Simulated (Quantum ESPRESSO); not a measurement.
# AlNi (Pm-3m) in Quantum ESPRESSO: further runs

One crystal, AlNi, is run at these levels: PBEsol; tasks: relaxation of cell and atoms.

Everything below comes from runs of Quantum ESPRESSO 7.5. Logs are shortened: lines on timing, memory, paths and dates and some standing lists are left out, and cuts for length are marked.

**1. Starting point**

Symmetry: Pm-3m, No. 221, cubic system. Conventional cell: a = 2.881 Å, b = 2.881 Å, c = 2.881 Å, α = 90.00°, β = 90.00°, γ = 90.00°. Ni (site symmetry m-3m) is surrounded by 8 Al at 2.50 Å. Al (site symmetry m-3m) is surrounded by 8 Ni at 2.50 Å.

**2. Relaxation of cell and atoms, PBEsol, collinear spin, ferromagnetic start, target pressure 20 GPa, at which the enthalpy is minimised**

Input file pw.in:

```
&CONTROL
  calculation = 'vc-relax'
  prefix = 'pwscf'
  outdir = './tmp'
  pseudo_dir = './pseudo'
  tprnfor = .true.
  tstress = .true.
  disk_io = 'low'
  nstep = 40
  forc_conv_thr = 0.0004
  etot_conv_thr = 1d-05
/
&SYSTEM
  ibrav = 0
  nat = 2
  ntyp = 2
  ecutwfc = 52
  ecutrho = 414
  nbnd = 20
  occupations = 'smearing'
  smearing = 'fd'
  degauss = 0.00367493
  nspin = 2
  starting_magnetization(1) = 0.0556
  starting_magnetization(2) = 0
/
&ELECTRONS
  conv_thr = 4d-10
  electron_maxstep = 120
  mixing_beta = 0.3
/
&IONS
  ion_dynamics = 'bfgs'
/
&CELL
  cell_dynamics = 'bfgs'
  press = 200
  press_conv_thr = 0.3
/
ATOMIC_SPECIES
Ni    58.6934 ni_pbesol_v1.4.uspp.F.UPF
Al    26.9815 al_pbesol_v1.uspp.F.UPF
CELL_PARAMETERS bohr
   5.4443009650    0.0000000000    0.0000000000
   0.0000000000    5.4443009650    0.0000000000
   0.0000000000    0.0000000000    5.4443009650
ATOMIC_POSITIONS bohr
Ni     2.7221504825    2.7221504825    2.7221504825
Al     0.0000000000    0.0000000000    0.0000000000
K_POINTS automatic
9 9 9 0 0 0
```

Potentials or basis: GBRV 1.5 PBEsol.

On the command line:

```
$ OMP_NUM_THREADS=1 mpirun -n 2 pw.x -nk 2 -in pw.in > pw.out
```

pw.out:

```text
This program is part of the open-source Quantum ESPRESSO suite
     for quantum simulation of materials; please cite
[... 6 lines left out ...]
     using ibrav=0 with symmetry is DISCOURAGED, use correct ibrav instead

     K-points division:     npool     =       2
     Subspace diagonalization in iterative solution of the eigenvalue problem:
     a serial algorithm will be used

     G-vector sticks info
     --------------------
     sticks:   dense  smooth     PW     G-vecs:    dense   smooth      PW
     Sum         973     489    149                22983     8217    1419

     Using Slab Decomposition

     bravais-lattice index     =            0
     lattice parameter (alat)  =       5.4443  a.u.
     unit-cell volume          =     161.3713 (a.u.)^3
     number of atoms/cell      =            2
     number of atomic types    =            2
     number of electrons       =        21.00
     number of Kohn-Sham states=           20
     kinetic-energy cutoff     =      52.0000  Ry
     charge density cutoff     =     414.0000  Ry
     scf convergence threshold =      4.0E-10
     mixing beta               =       0.3000
     number of iterations used =            8  plain     mixing
     energy convergence thresh.=      1.0E-05
     force convergence thresh. =      4.0E-04
     press convergence thresh. =      3.0E-01
     Exchange-correlation= SLA  PW   PSX  PSC
                           (   1   4  10   8   0   0   0)
     nstep                     =           40

     celldm(1)=   5.444301  celldm(2)=   0.000000  celldm(3)=   0.000000
     celldm(4)=   0.000000  celldm(5)=   0.000000  celldm(6)=   0.000000

     crystal axes: (cart. coord. in units of alat)
               a(1) = (   1.000000   0.000000   0.000000 )
               a(2) = (   0.000000   1.000000   0.000000 )
               a(3) = (   0.000000   0.000000   1.000000 )

     reciprocal axes: (cart. coord. in units 2 pi/alat)
               b(1) = (  1.000000  0.000000  0.000000 )
               b(2) = (  0.000000  1.000000  0.000000 )
               b(3) = (  0.000000  0.000000  1.000000 )

     PseudoPot. # 1 for Ni read from file:
     ni_pbesol_v1.4.uspp.F.UPF
     Pseudo is Ultrasoft + core correction, Zval = 18.0
     Generated by new atomic code, or converted to UPF format
     Using radial grid of  865 points,  6 beta functions with:
                l(1) =   0
                l(2) =   0
                l(3) =   1
                l(4) =   1
                l(5) =   2
                l(6) =   2
     Q(r) pseudized with 10 coefficients,  rinner =    0.980   0.980   0.980
                                                       0.980   0.980

     PseudoPot. # 2 for Al read from file:
     al_pbesol_v1.uspp.F.UPF
     Pseudo is Ultrasoft + core correction, Zval =  3.0
     Generated by new atomic code, or converted to UPF format
     Using radial grid of  893 points,  3 beta functions with:
                l(1) =   0
                l(2) =   1
                l(3) =   2
     Q(r) pseudized with  8 coefficients,  rinner =    0.900   0.900   0.900
                                                       0.900   0.900

     atomic species   valence    mass     pseudopotential
     Ni               18.00    58.69340     Ni( 1.00)
     Al                3.00    26.98150     Al( 1.00)

     Starting magnetic structure
     atomic species   magnetization
     Ni              0.056
     Al              0.000

     48 Sym. Ops., with inversion, found

   Cartesian axes

     site n.     atom                  positions (alat units)
         1        Ni     tau(   1) = (   0.5000000   0.5000000   0.5000000  )
         2        Al     tau(   2) = (   0.0000000   0.0000000   0.0000000  )

     number of k points=    35  Fermi-Dirac smearing, width (Ry)=  0.0037
                       cart. coord. in units 2pi/alat
        k(    1) = (   0.0000000   0.0000000   0.0000000), wk =   0.0013717
        k(    2) = (   0.0000000   0.0000000   0.1111111), wk =   0.0082305
        k(    3) = (   0.0000000   0.0000000   0.2222222), wk =   0.0082305
        k(    4) = (   0.0000000   0.0000000   0.3333333), wk =   0.0082305
        k(    5) = (   0.0000000   0.0000000   0.4444444), wk =   0.0082305
        k(    6) = (   0.0000000   0.1111111   0.1111111), wk =   0.0164609
[... 27 lines left out ...]
        k(   34) = (   0.3333333   0.4444444   0.4444444), wk =   0.0329218
        k(   35) = (   0.4444444   0.4444444   0.4444444), wk =   0.0109739

     Dense  grid:    22983 G-vectors     FFT dimensions: (  36,  36,  36)

     Smooth grid:     8217 G-vectors     FFT dimensions: (  25,  25,  25)

     Check: negative core charge=   -0.000005
     Generating pointlists ...
     new r_m :   0.3572 (alat units)  1.9449 (a.u.) for type    1
     new r_m :   0.3572 (alat units)  1.9449 (a.u.) for type    2

     Initial potential from superposition of free atoms

     starting charge      18.9976, renormalised to      21.0000
     Starting wfcs are   17 randomized atomic wfcs +    3 random wfcs

     Self-consistent Calculation

     iteration #  1     ecut=    52.00 Ry     beta= 0.30
     Davidson diagonalization with overlap
     ethr =  1.00E-02,  avg # of iterations =  6.5

     total energy              =    -334.38067643 Ry
     estimated scf accuracy    <      54.73142220 Ry
[... 91 lines left out ...]
     total magnetization       =     0.01 Bohr mag/cell
     absolute magnetization    =     0.02 Bohr mag/cell

[... 66 further cycles ...]
     iteration # 15     ecut=    52.00 Ry     beta= 0.30
     Davidson diagonalization with overlap
     ethr =  2.09E-07,  avg # of iterations =  1.3

     total energy              =    -349.83940648 Ry
     estimated scf accuracy    <       0.00007911 Ry
[... 84 lines left out ...]
     iteration # 24     ecut=    52.00 Ry     beta= 0.30
     Davidson diagonalization with overlap
     ethr =  1.87E-13,  avg # of iterations =  1.0

     Magnetic moment per site  (integrated on atomic sphere of radius R)
     atom   1 (R=0.343)  charge= 16.7051  magn= -0.0000
     atom   2 (R=0.343)  charge=  1.1963  magn=  0.0000

     End of self-consistent calculation

 ------ SPIN UP ------------

          k = 0.0000 0.0000 0.0000 (   925 PWs)   bands (ev):

   -87.6040 -48.1563 -48.1563 -48.1563   3.6465  11.8873  11.8873  13.9293
    13.9293  13.9293  21.6569  21.6569  21.6569  24.2629  24.2629  31.2168
    37.8629  37.8629  37.8629  40.1545
[... 201 lines left out ...]
   -87.5965 -48.1856 -48.1855 -48.1855  10.8240  11.0574  11.0574  14.4133
    14.4133  16.3862  17.6534  17.6534  20.1145  21.0647  21.0647  22.1098
    25.2166  43.8847  43.8847  47.8519

 ------ SPIN DOWN ----------

          k = 0.0000 0.0000 0.0000 (   925 PWs)   bands (ev):

   -87.6040 -48.1563 -48.1563 -48.1563   3.6465  11.8873  11.8873  13.9293
    13.9293  13.9293  21.6569  21.6569  21.6569  24.2629  24.2629  31.2168
    37.8629  37.8629  37.8629  40.1545
[... 201 lines left out ...]
   -87.5965 -48.1856 -48.1855 -48.1855  10.8240  11.0574  11.0574  14.4133
    14.4133  16.3862  17.6534  17.6534  20.1145  21.0647  21.0647  22.1098
    25.2166  43.8847  43.8847  47.8519

     the Fermi energy is    15.7626 ev

!    total energy              =    -349.83941403 Ry
     estimated scf accuracy    <          1.5E-13 Ry
     smearing contrib. (-TS)   =      -0.00041600 Ry
     internal energy E=F+TS    =    -349.83899804 Ry

     The total energy is F=E-TS. E is the sum of the following terms:
     one-electron contribution =    -251.00864037 Ry
     hartree contribution      =     137.73422928 Ry
     xc contribution           =     -39.77071541 Ry
     ewald contribution        =    -196.79387153 Ry

     total magnetization       =    -0.00 Bohr mag/cell
     absolute magnetization    =     0.00 Bohr mag/cell

     convergence has been achieved in  24 iterations

     Forces acting on atoms (cartesian axes, Ry/au):

     atom    1 type  1   force =     0.00000000    0.00000000    0.00000000
     atom    2 type  2   force =     0.00000000    0.00000000    0.00000000

     Total force =     0.000000     Total SCF correction =     0.000000

     Computing stress (Cartesian axis) and pressure

          total   stress  (Ry/bohr**3)                   (kbar)     P=      200.13
   0.00136047   0.00000000   0.00000000          200.13        0.00        0.00
   0.00000000   0.00136047   0.00000000            0.00      200.13        0.00
   0.00000000   0.00000000   0.00136047            0.00        0.00      200.13

=------------------------------------------------------------------------------=
   JOB DONE.
=------------------------------------------------------------------------------=
```

Run time: 61 s. Hardware: 2 MPI ranks of Arm Neoverse V2, shared host; peak memory 0.2 GiB.

What came out:

- Free energy: -4759.8077 eV
- Relaxed volume: 10.67 Å³/atom
- Relaxed cell: a = 2.774 Å, b = 2.774 Å, c = 2.774 Å, α = 90.00°, β = 90.00°, γ = 90.00°
- Space group after relaxing (to 0.05 Å): Pm-3m (No. 221)
- Energy change on relaxing (the enthalpy is what falls): +57.8 meV/atom
- Ionic steps: 5
- Pressure after relaxing: 20.0 GPa
- Band gap on the k mesh: none (metal or under the smearing width)
- Net moment: 0.00 μB per cell
- Absolute moment: 0.00 μB per cell
- Valence electrons inside the program's atomic spheres: Ni 16.71; Al 1.20

The path:
```csv
step,energy change (eV),largest force (eV/Å),pressure (GPa),volume (Å³)
1,0.0000,0.0000,-3.34,23.91
2,0.1359,0.0000,21.89,21.18
3,0.1122,0.0000,19.68,21.36
4,0.1155,0.0000,20.00,21.33
5,0.1155,0.0000,19.99,21.33
```

Final structure:
```
Ni Al
1.0
     2.77351    0.00000    0.00000
     0.00000    2.77351    0.00000
     0.00000    0.00000    2.77351
Ni Al
1 1
Direct
  0.50000 0.50000 0.50000
  0.00000 0.00000 0.00000
```

Levels at points of the mesh, in eV from the Fermi level:
Spin up:
| k point | band 7 | band 8 | band 9 | band 10 | band 11 | band 12 | band 13 | band 14 |
| --- | --- | --- | --- | --- | --- | --- | --- | --- |
| (0.00, 0.00, 0.00) | -3.88 | -1.83 | -1.83 | -1.83 | 5.89 | 5.89 | 5.89 | 8.50 |
Spin down:
| k point | band 6 | band 7 | band 8 | band 9 | band 10 | band 11 | band 12 | band 13 | band 14 | band 15 |
| --- | --- | --- | --- | --- | --- | --- | --- | --- | --- | --- |
| (0.00, 0.00, 0.00) | -3.88 | -3.88 | -1.83 | -1.83 | -1.83 | 5.89 | 5.89 | 5.89 | 8.50 | 8.50 |

**3. Relaxation of cell and atoms, PBEsol, collinear spin, ferromagnetic start, target pressure 30 GPa, at which the enthalpy is minimised**

pw.in: that of step 2 with these lines changed.

```diff
@@ -36,3 +36,3 @@
   cell_dynamics = 'bfgs'
-  press = 200
+  press = 300
   press_conv_thr = 0.3
```

Potentials or basis: GBRV 1.5 PBEsol.

On the command line:

```
$ OMP_NUM_THREADS=1 mpirun -n 2 pw.x -nk 2 -in pw.in > pw.out
```

pw.out:

```text
This program is part of the open-source Quantum ESPRESSO suite
     for quantum simulation of materials; please cite
[... 6 lines left out ...]
     using ibrav=0 with symmetry is DISCOURAGED, use correct ibrav instead

     K-points division:     npool     =       2
     Subspace diagonalization in iterative solution of the eigenvalue problem:
     a serial algorithm will be used

     G-vector sticks info
     --------------------
     sticks:   dense  smooth     PW     G-vecs:    dense   smooth      PW
     Sum         973     489    149                22983     8217    1419

     Using Slab Decomposition

     bravais-lattice index     =            0
     lattice parameter (alat)  =       5.4443  a.u.
     unit-cell volume          =     161.3713 (a.u.)^3
     number of atoms/cell      =            2
     number of atomic types    =            2
[... 537 lines left out ...]

          k = 0.0000 0.0000 0.0000 (   895 PWs)   bands (ev):

   -87.0074 -47.5599 -47.5599 -47.5599   4.0493  12.3735  12.3735  14.5357
    14.5357  14.5357  22.5192  22.5192  22.5192  25.0815  25.0815  32.6107
    39.0014  39.0014  39.0014  41.2242
[... 201 lines left out ...]
   -86.9982 -47.5938 -47.5937 -47.5937  11.3098  11.5421  11.5421  15.0432
    15.0432  17.0536  18.3378  18.3378  21.0878  21.9273  21.9273  23.0489
    26.2951  45.1771  45.1771  49.1943

     the Fermi energy is    16.4737 ev

!    total energy              =    -349.83069180 Ry
     estimated scf accuracy    <          3.4E-12 Ry
     smearing contrib. (-TS)   =      -0.00040290 Ry
     internal energy E=F+TS    =    -349.83028889 Ry

     The total energy is F=E-TS. E is the sum of the following terms:
     one-electron contribution =    -247.03909423 Ry
     hartree contribution      =     136.22469866 Ry
     xc contribution           =     -39.82621363 Ry
     ewald contribution        =    -199.18967969 Ry

     total magnetization       =    -0.00 Bohr mag/cell
     absolute magnetization    =     0.00 Bohr mag/cell

     convergence has been achieved in  21 iterations

     Forces acting on atoms (cartesian axes, Ry/au):

     atom    1 type  1   force =     0.00000000    0.00000000    0.00000000
     atom    2 type  2   force =     0.00000000    0.00000000    0.00000000

     Total force =     0.000000     Total SCF correction =     0.000000

     Computing stress (Cartesian axis) and pressure

          total   stress  (Ry/bohr**3)                   (kbar)     P=      300.02
   0.00203949   0.00000000   0.00000000          300.02        0.00        0.00
   0.00000000   0.00203949   0.00000000            0.00      300.02        0.00
   0.00000000   0.00000000   0.00203949            0.00        0.00      300.02

=------------------------------------------------------------------------------=
   JOB DONE.
=------------------------------------------------------------------------------=
```

Wall time 64 s (2 MPI ranks of Arm Neoverse V2, shared host); peak memory 0.2 GiB.

Results:

```yaml
Free_energy: -4759.6890 eV
Relaxed_volume: 10.29 Å³/atom
Relaxed_cell: a = 2.740 Å, b = 2.740 Å, c = 2.740 Å, α = 90.00°, β = 90.00°, γ = 90.00°
Space_group_after_relaxing_to_0.05_Å: Pm-3m (No. 221)
Energy_change_on_relaxing_the_enthalpy_is_what_falls: +116.7 meV/atom
Ionic_steps: 6
Pressure_after_relaxing: 30.0 GPa
Band_gap_on_the_k_mesh: none (metal or under the smearing width)
Net_moment: 0.00 μB per cell
Absolute_moment: 0.00 μB per cell
Valence_electrons_inside_the_program's_atomic_spheres: Ni 16.64; Al 1.16
```

The path:
| step | energy change (eV) | largest force (eV/Å) | pressure (GPa) | volume (Å³) |
| --- | --- | --- | --- | --- |
| 1 | 0.0000 | 0.0000 | -3.34 | 23.91 |
| 2 | 0.3389 | 0.0000 | 37.61 | 20.07 |
| 3 | 0.2123 | 0.0000 | 28.36 | 20.69 |
| 4 | 0.2327 | 0.0000 | 29.94 | 20.58 |
| 5 | 0.2335 | 0.0000 | 30.01 | 20.57 |
| 6 | 0.2335 | 0.0000 | 30.00 | 20.57 |

Final structure:
```xyz
2
Lattice="2.7401 0.0000 0.0000 0.0000 2.7401 0.0000 0.0000 0.0000 2.7401" Properties=species:S:1:pos:R:3 pbc="T T T"
Ni    1.3701    1.3701    1.3701
Al    0.0000    0.0000    0.0000
```
